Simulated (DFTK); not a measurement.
Runs of DFTK 0.8.2 on Ca. The structure is cubic, space group Fm-3m (No. 225). Conventional cell: a = 5.588 Å, b = 5.588 Å, c = 5.588 Å, α = 90.00°, β = 90.00°, γ = 90.00°. Ca (site symmetry m-3m) is surrounded by 12 Ca at 3.95 Å. 

```tsv
task	level	potentials or basis	k mesh	cutoff (eV)	SCF solver	gap on the mesh (eV)	pressure (GPa)	V0 of scaled cells (Å³/atom)	B0 (GPa)
band structure	TASK	in-house norm-conserving set (r2SCAN, scalar relativistic)	6 × 6 × 6	1252	ScfAndersonSolver	none	3.0	-	-
equation of state	BLYP	SPMS 1.0 (PBE)	6 × 6 × 6	816	-	-	-	(a)	(b)
single point	PBE	dojo.nc.sr.pbe.v0_4_1.standard.upf (PBE)	8 × 8 × 8	1034	-	none	-0.6	-	-
equation of state	PBE	dojo.nc.sr.pbe.v0_4_1.standard.upf (PBE)	8 × 8 × 8	1034	-	-	-	42.14	17
```

Alike in all rows: no spin polarisation; cell as given; smearing fermi-dirac 0.05 eV.

Estimate the missing entries.

(a) 42.24; (b) 16.

Caveats: the potentials were made for another functional, which shifts forces and pressure (some runs); the program warned that the kinetic-energy density falls under its von Weizsäcker bound, which can give unphysical results (some runs).

A k mesh can miss the band edges.

A gap of «none» marks a metal or a gap under the smearing width.

Not every run made on this cell is shown here.
